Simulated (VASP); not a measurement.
# CdF$_{2}$ in VASP 6.6.1, single-point calculation

INCAR

```
LCHARG = .FALSE.
NSW = 0
LREAL = .FALSE.
GGA = PE
ISMEAR = -1
ENCUT = 520
LWAVE = .FALSE.
IVDW = 20
SIGMA = 0.02
EDIFF = 1E-7
LASPH = .TRUE.
ISIF = 2
IBRION = -1
PREC = Accurate
NBANDS = 17
NELM = 69
```

KPOINTS

```
KPOINTS created by Atomic Simulation Environment
0
Gamma
8 8 8
0 0 0
```

POSCAR

```
Cd F
 1.0000000000000000
    -0.0718447382000000    2.6223329429000000    2.6223329429000000
     2.6223329429000000   -0.0718447382000000    2.6223329429000000
     2.6223329429000000    2.6223329429000000   -0.0718447382000000
 Cd  F
   1   2
Cartesian
  0.0000000000000000 -0.0000000000000000  0.0000000000000000
  1.3053995050160205  1.3053995050160205  1.3053995050160201
  3.8674216425839787  3.8674216425839787  3.8674216425839787
```

The recommended PBE PAW datasets give the neutral cell 26 valence electrons.

Command

```
mpirun -np 1 vasp_std
```

OSZICAR

```
N       E                     dE             d eps       ncg     rms          rms(c)
DAV:   1     0.199964026400E+03    0.19996E+03   -0.16175E+04  2282   0.157E+03
DAV:   2    -0.399550420028E+01   -0.20396E+03   -0.19807E+03  2426   0.384E+02
DAV:   3    -0.123808624366E+02   -0.83854E+01   -0.83649E+01  2409   0.881E+01
DAV:   4    -0.124214362346E+02   -0.40574E-01   -0.40566E-01  2542   0.611E+00
DAV:   5    -0.124215783911E+02   -0.14216E-03   -0.14215E-03  2410   0.319E-01    0.109E+01
DAV:   6    -0.107342439773E+02    0.16873E+01   -0.50583E+00  2911   0.428E+01    0.792E+00
DAV:   7    -0.107745376497E+02   -0.40294E-01   -0.82341E-01  2227   0.977E+00    0.460E+00
DAV:   8    -0.107698997939E+02    0.46379E-02   -0.13367E-01  2340   0.398E+00    0.666E-01
DAV:   9    -0.107622378512E+02    0.76619E-02   -0.36245E-02  2831   0.263E+00    0.819E-02
DAV:  10    -0.107628111583E+02   -0.57331E-03   -0.27679E-03  2275   0.644E-01    0.110E-01
DAV:  11    -0.107628866218E+02   -0.75463E-04   -0.96457E-05  2457   0.118E-01    0.303E-02
DAV:  12    -0.107629068758E+02   -0.20254E-04   -0.28494E-05  2257   0.559E-02    0.176E-02
DAV:  13    -0.107629086174E+02   -0.17416E-05   -0.73951E-06  2380   0.247E-02    0.286E-03
DAV:  14    -0.107629084967E+02    0.12065E-06   -0.57452E-07  2305   0.891E-03    0.613E-04
DAV:  15    -0.107629085283E+02   -0.31542E-07   -0.62859E-08  1646   0.284E-03
   1 F= -.11244820E+02 E0= -.11244820E+02  d E =-.363843E-12
```

Standard output (part)

```
POSCAR found type information on POSCAR CdF
 POSCAR found :  2 types and       3 ions
 LDA part: xc-table for (Slater+PW92), standard interpolation
 POSCAR, INCAR and KPOINTS ok, starting setup
 WAVECAR not read
 entering main loop
 augmentation electrons   26.0187083927410
 total        electrons   26.0187083927410
 augmentation electrons   260.630689409438
 total        electrons   260.630689409438
 augmentation electrons   8.49135050978072
 soft         electrons   17.5273580595211
 total        electrons   26.0187085693018
 translations:           2           2           2
```

From OUTCAR

```
k-points           NKPTS =     65   k-points in BZ     NKDIM =     65   number of bands    NBANDS=     17

   NELECT =      26.0000    total number of electrons

   dimension x,y,z NGX =    28 NGY =   28 NGZ =   28
   dimension x,y,z NGXF=    56 NGYF=   56 NGZF=   56

  energy-cutoff  :      520.00
  volume of cell :       37.55
      direct lattice vectors                 reciprocal lattice vectors
    -0.071844738  2.622332943  2.622332943    -0.183007809  0.188162959  0.188162959
     2.622332943 -0.071844738  2.622332943     0.188162959 -0.183007809  0.188162959
     2.622332943  2.622332943 -0.071844738     0.188162959  0.188162959 -0.183007809

 k-points in reciprocal lattice and weights: KPOINTS created by Atomic Simulation Env
   0.00000000  0.00000000  0.00000000       0.002
   0.12500000  0.00000000  0.00000000       0.012
   0.25000000  0.00000000  0.00000000       0.012
   0.37500000 -0.00000000 -0.00000000       0.012
   0.50000000  0.00000000  0.00000000       0.006
   0.12500000  0.12500000  0.00000000       0.012
   0.25000000  0.12500000 -0.00000000       0.023
   0.37500000  0.12500000  0.00000000       0.023
   ...

 E-fermi :  -0.4993

 k-point     1 :       0.0000    0.0000    0.0000
  band No.  band energies     occupation
      1     -22.0367      2.00000
      2     -20.8140      2.00000
      3      -6.7569      2.00000
      4      -6.7480      2.00000
      5      -6.7480      2.00000
      6      -5.3583      2.00000
      7      -5.3582      2.00000
      8      -2.1387      2.00000
      9      -2.0392      2.00000
     10      -2.0392      2.00000
     11      -1.4888      2.00000
     12      -1.4888      2.00000
     13      -1.3521      2.00000
     14       2.2197      0.00000
     15      11.6570      0.00000
     16      11.6570      0.00000
     17      12.4305      0.00000

 k-point     2 :       0.1250    0.0000    0.0000
  band No.  band energies     occupation
      1     -21.9824      2.00000
      2     -20.8636      2.00000
      3      -6.6948      2.00000
      4      -6.6838      2.00000
      5      -6.5673      2.00000
      6      -5.3796      2.00000
      7      -5.3776      2.00000
      8      -2.5389      2.00000
      9      -2.2118      2.00000
     10      -2.1634      2.00000
     11      -1.6041      2.00000
     12      -1.4650      2.00000
     13      -1.3617      2.00000
     14       2.8038      0.00000
     15      11.0506      0.00000
     16      11.9143      0.00000
     17      12.5881      0.00000

 k-point     3 :       0.2500    0.0000    0.0000
  band No.  band energies     occupation
      1     -21.8352      2.00000
      2     -20.9977      2.00000
      3      -6.5529      2.00000
      4      -6.5324      2.00000
      5      -6.0748      2.00000
      6      -5.4012      2.00000
      7      -5.3926      2.00000
      8      -3.3087      2.00000
      9      -2.4854      2.00000
     10      -2.4722      2.00000
     11      -2.1430      2.00000
     12      -1.4094      2.00000
     13      -1.3647      2.00000
     14       4.1278      0.00000
     15       9.9328      0.00000
     16      12.5928      0.00000
     17      13.1497      0.00000

 ...

  Total       2.58245     2.58245     2.58245     0.19581     0.19581     0.19581
  in kB     110.19530   110.19530   110.19530     8.35522     8.35522     8.35522
  external pressure =      110.20 kB  Pullay stress =        0.00 kB

 POSITION                                       TOTAL-FORCE (eV/Angst)
 -----------------------------------------------------------------------------------
      0.00000      0.00000      0.00000         0.000000     -0.000000      0.000000
      1.30540      1.30540      1.30540         0.021375      0.021375      0.021375
      3.86742      3.86742      3.86742        -0.021375     -0.021375     -0.021375
 -----------------------------------------------------------------------------------
    total drift:                                0.000000      0.000000      0.000000

  FREE ENERGIE OF THE ION-ELECTRON SYSTEM (eV)
  ---------------------------------------------------
  free  energy   TOTEN  =       -11.2448197514 eV

  energy  without entropy=      -11.2448197514  energy(sigma->0) =      -11.24481975
```

It converged. Results: gap between bands v and c on the k mesh 3.21 eV; least direct gap on the k mesh 3.57 eV; pressure 11.0 GPa; largest force 0.04 eV/Å. Band v is the last that the valence electrons fill when counted band by band, and c is the next.

For comparison, a separate PBE run of the intended cell, on usual settings and not on those above, gives a gap of 3.21 eV on its mesh and a pressure of 11.8 GPa.

The run above took about 41 s on one core of a shared host (Intel Xeon Platinum 8488C) and held 0.18 GiB at most.
